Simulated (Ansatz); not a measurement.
Crystal: CdSe.

```
Cd Se
1.0
     0.00000    3.07027    3.07027
     3.07027    0.00000    3.07027
     3.07027    3.07027    0.00000
Cd Se
1 1
Direct
  0.00000 0.00000 0.00000
  0.25000 0.25000 0.25000
```

Measurements of this composition are mostly on another form, of space group No. 186.

| Item | Value |
| --- | --- |
| Program | Ansatz 0.2.0 |
| Task | relaxation of cell and atoms |
| Functional | RPBE |
| Potentials or basis | all-electron LAPW, scalar-relativistic |
| Basis error allowed | 0.001 eV/atom |
| k mesh | 8 × 8 × 8 |
| Occupations | fermi-dirac, width 0.05 eV |
| Spin | no spin polarisation |

At the start: volume 28.94 Å³/atom.

**Question.** Where does the relaxation end?

**Answer.** Over 5 steps the energy falls by 19.6 meV/atom and the volume is 31.03 Å³/atom (+7.2 %); space group F-43m (No. 216, to 0.05 Å).

Step by step:
| step | energy change (eV) | largest force (eV/Å) | volume (Å³) |
| --- | --- | --- | --- |
| 1 | 0.0000 | 0.0000 | 57.88 |
| 2 | -0.0376 | 0.0000 | 63.00 |
| 3 | -0.0392 | 0.0000 | 62.18 |
| 4 | -0.0393 | 0.0000 | 62.06 |
| 5 | -0.0393 | 0.0000 | 62.06 |

Final structure:
```yaml
crystal:
  lattice:
    - [0.00000, 3.14247, 3.14247]
    - [3.14247, 0.00000, 3.14247]
    - [3.14247, 3.14247, 0.00000]
  atoms:
    - { symbol: Cd, position: [0.00000, 0.00000, 0.00000] }
    - { symbol: Se, position: [0.25000, 0.25000, 0.25000] }
```
